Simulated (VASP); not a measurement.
# Pd (Fm-3m) in VASP: a series of runs, part 2 of 2

VASP 6.6.1.

### 4 Relaxation of cell and atoms, PBEsol

This run uses another cell than the first one, of 14.53 Å³/atom, 1.025 times its volume.

Contents of INCAR:

```
PREC = Accurate
ENCUT = 600
EDIFF = 1E-7
ISMEAR = 1
SIGMA = 0.1
LREAL = F
LASPH = T
NELM = 80
ALGO = Normal
ISIF = 3
LWAVE = F
LCHARG = F
GGA = PS
IBRION = 2
NSW = 90
EDIFFG = -0.005
KPAR = 2
```

Contents of KPOINTS:

```
Automatic mesh
0
Gamma
  16 16 16
```

Contents of POSCAR:

```
Pd                                      
1.0
   -0.0000000000      1.9367489723      1.9367489723
    1.9367489723      0.0000000000      1.9367489723
    1.9367489723      1.9367489723      0.0000000000
  Pd            
     1
Direct
     0.0000000000000000    0.0000000000000000    0.0000000000000000
```

Potentials or basis: VASP PAW PBE potentials, release 64 (Pd).

Command:

```sh
> cat potpaw_PBE.64/Pd/POTCAR > POTCAR
> mpirun -np 2 vasp_std > vasp.out
```

OUTCAR:

```text
PREC = Accurate
   ENCUT = 600
   EDIFF = 1E-7
   ISMEAR = 1
   LREAL = F
   LASPH = T
   NELM = 80
   ISIF = 3
   GGA = PS
   IBRION = 2
   NSW = 90
   EDIFFG = -0.005

 ion  position               nearest neighbor table
   1  0.000  0.000  0.000-

  LATTYP: Found a face centered cubic cell.
 ALAT       =     3.8734979446

  Lattice vectors:

 A1 = (   0.0000000000,   1.9367489723,   1.9367489723)
 A2 = (   1.9367489723,   0.0000000000,   1.9367489723)
 A3 = (   1.9367489723,   1.9367489723,   0.0000000000)

Analysis of symmetry for initial positions (statically):
=====================================================================
 Subroutine PRICEL returns:
 Original cell was already a primitive cell.

 Routine SETGRP: Setting up the symmetry group for a
 face centered cubic supercell.

 Subroutine GETGRP returns: Found 48 space group operations
 (whereof 48 operations were pure point group operations)
 out of a pool of 48 trial point group operations.

The static configuration has the point symmetry O_h .

Analysis of symmetry for dynamics (positions and initial velocities):
=====================================================================
 Subroutine PRICEL returns:
 Original cell was already a primitive cell.

 Routine SETGRP: Setting up the symmetry group for a
 face centered cubic supercell.

 Subroutine GETGRP returns: Found 48 space group operations
 (whereof 48 operations were pure point group operations)
 out of a pool of 48 trial point group operations.

The dynamic configuration has the point symmetry O_h .

 Subroutine INISYM returns: Found 48 space group operations
 (whereof 48 operations are pure point group operations),
 and found     1 'primitive' translations

----------------------------------------------------------------------------------------

                                     Primitive cell

[... 113 lines left out ...]
   GGA     = PS    functional components
   LHFCALC =     F    Hartree Fock is set to
   AEXX    =    0.0000 exact exchange contribution
   IVDW    =     0    specifies the selected vdW correction
   LEPSILON=     F    determine dielectric tensor
   LRPA    =     F    only Hartree local field effects (RPA)
 conjugate gradient relaxation of ions
 non-spin polarized calculation
 Methfessel and Paxton  Order N= 1 SIGMA  =   0.10
  energy-cutoff  :      600.00
  volume of cell :       14.53
 maximum number of plane-waves:       531
 NGX is ok and might be reduce to    24
   NGX = 11   NGY = 11   NGZ = 11

 number of electron      10.0000000 magnetization

 Free energy of the ion-electron system (eV)
  ---------------------------------------------------
  ext. energy  EPLUGINS =         0.00000000
  ---------------------------------------------------
  free energy    TOTEN  =        -5.95996276 eV

  energy without entropy =       -5.96000607  energy(sigma->0) =       -5.95997720

 E-fermi :   9.9002     XC(G=0): -13.4720

 val. band max:        9.8979294084   @ k =   0.5000   0.1250   0.0000
 cond. band min:       9.9055302036   @ k =   0.5000   0.3750   0.0625
 fundamental gap:      0.0076007952
 Fermi energy:         9.9002362395

 k-point     1 :       0.0000    0.0000    0.0000
  band No.  band energies     occupation
      1       2.5192      2.00000
      2       6.9628      2.00000
      3       6.9628      2.00000
      4       6.9628      2.00000
      5       8.6365      2.00000
      6       8.6365      2.00000
      7      27.0099      0.00000
      8      31.8659      0.00000
      9      31.8659      0.00000
[... 265 lines left out ...]
 k-point    24 :      -0.0625    0.0625    0.0000
  band No.  band energies     occupation
      1       2.8974      2.00000
      2       6.8097      2.00000
      3       7.0835      2.00000
      4       7.1221      2.00000
      5       8.4964      2.00000
      6       8.6609      2.00000
      7      27.3994      0.00000
      8      30.0405      0.00000
      9      31.6693      0.00000

 [... further k-points ...]

------------------------ aborting loop because EDIFF is reached ----------------------------------------

  FORCE on cell =-STRESS in cart. coord.  units (eV):
  Direction    XX          YY          ZZ          XY          YZ          ZX
  --------------------------------------------------------------------------------------
  -------------------------------------------------------------------------------------
  Total       -0.0017219     -0.0017219     -0.0017219     -0.0000000      0.0000000     -0.0000000
  in kB       -0.1898770     -0.1898770     -0.1898770     -0.0000000      0.0000000     -0.0000000
  external PRESSURE =      -0.1898770 kB  Pullay stress =       0.0000000 kB

 VOLUME and BASIS-vectors are now :
 -----------------------------------------------------------------------------
  energy-cutoff  :      600.00
  volume of cell :       14.53
      direct lattice vectors                 reciprocal lattice vectors
     0.000000000  1.936748972  1.936748972    -0.258164588  0.258164588  0.258164588
     1.936748972  0.000000000  1.936748972     0.258164588 -0.258164588  0.258164588
     1.936748972  1.936748972  0.000000000     0.258164588  0.258164588 -0.258164588

 POSITION                                       TOTAL-FORCE (eV/Angst)
 -----------------------------------------------------------------------------------
      0.00000      0.00000      0.00000         0.000000      0.000000     -0.000000
 -----------------------------------------------------------------------------------
    total drift:                               -0.000000     -0.000000      0.000000

  FREE ENERGIE OF THE ION-ELECTRON SYSTEM (eV)
  ---------------------------------------------------
  free  energy   TOTEN  =        -5.9599627613 eV

  energy  without entropy=       -5.9600060707  energy(sigma->0) =       -5.95997720

 reached required accuracy - stopping structural energy minimisation
```

It took 11 s on 2 MPI ranks of AMD EPYC 7R13 (Zen 3), shared host; peak memory 0.13 GiB.

What came out:

```
Free energy             : -5.9600 eV
Pressure after relaxing : 0.0 GPa
Band gap on the k mesh  : none (metal or under the smearing width)
```

Final structure:
```xyz
1
Lattice="0.0000 1.9367 1.9367 1.9367 0.0000 1.9367 1.9367 1.9367 0.0000" Properties=species:S:1:pos:R:3 pbc="T T T"
Pd    0.0000    0.0000    0.0000
```

Levels at points of the mesh, in eV from the Fermi level:
| k point | band 1 | band 2 | band 3 | band 4 | band 5 | band 6 | band 7 | band 8 | band 9 |
| --- | --- | --- | --- | --- | --- | --- | --- | --- | --- |
| (0.00, 0.00, 0.00) | -7.38 | -2.94 | -2.94 | -2.94 | -1.26 | -1.26 | 17.11 | 21.97 | 21.97 |
| (0.50, 0.00, 0.00) | -5.48 | -2.98 | -2.98 | -0.03 | -0.03 | 0.86 | 7.37 | 16.47 | 21.14 |
| (0.50, 0.50, 0.00) | -5.57 | -5.27 | -0.05 | 0.29 | 0.29 | 3.23 | 10.85 | 13.17 | 13.17 |

Caveat: the relaxation stopped at its first step, so nothing moved; the PAW data sets were made with another functional, which shifts forces and pressure a little.
